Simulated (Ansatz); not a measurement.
## Energy landscape near a Zr structure

Theory: DFT PBEsol, scalar-relativistic, plane waves, PAW (Ansatz).

Plane waves to 420 eV, a k mesh through Γ of 14×14×14 on the computed 1-atom cell and Gaussian smearing (0.10 eV); no spin polarisation.

Reference cell:

```xyz
1
Lattice="-1.8100 1.8100 1.8100 1.8100 -1.8100 1.8100 1.8100 1.8100 -1.8100" Properties=species:S:1:pos:R:3 pbc="T T T"
Zr    0.0000    0.0000    0.0000
```

Each variant moves atoms of this cell by the vectors given, if any (Å), and then applies a symmetric strain (tensor components, Cartesian axes). The reference cell isn't relaxed at this level. Energies are per atom at zero smearing, counted from the lowest variant. Pressure is positive in compression.

1. strain (xx yy zz yz xz xy, %) -0.08 -0.53 -0.47 0.23 -0.50 -0.35
2. strain (xx yy zz yz xz xy, %) 4.90 4.90 3.40 0.00 0.00 0.00
3. strain (xx yy zz yz xz xy, %) 4.49 3.10 3.10 1.00 0.61 -0.61
4. strain (xx yy zz yz xz xy, %) 1.20 0.28 -3.76 2.94 1.50 -1.74
5. strain (xx yy zz yz xz xy, %) -1.74 -1.74 -0.24 0.33 -0.49 -0.21

```tsv
result	ΔE (meV/atom)	P (GPa)
A	0.0	-4.04
B	17.5	-4.87
C	253.7	-14.13
D	199.5	-13.04
E	19.9	-6.07
```

Q: Which variant gave which result?

A: A is 5, B is 4, C is 2, D is 3, E is 1. The pressure falls as the cell grows: from the smallest volume to the largest the variants are 5, 4, 1, 3, 2.

This bcc form isn't the element's structure at ambient conditions.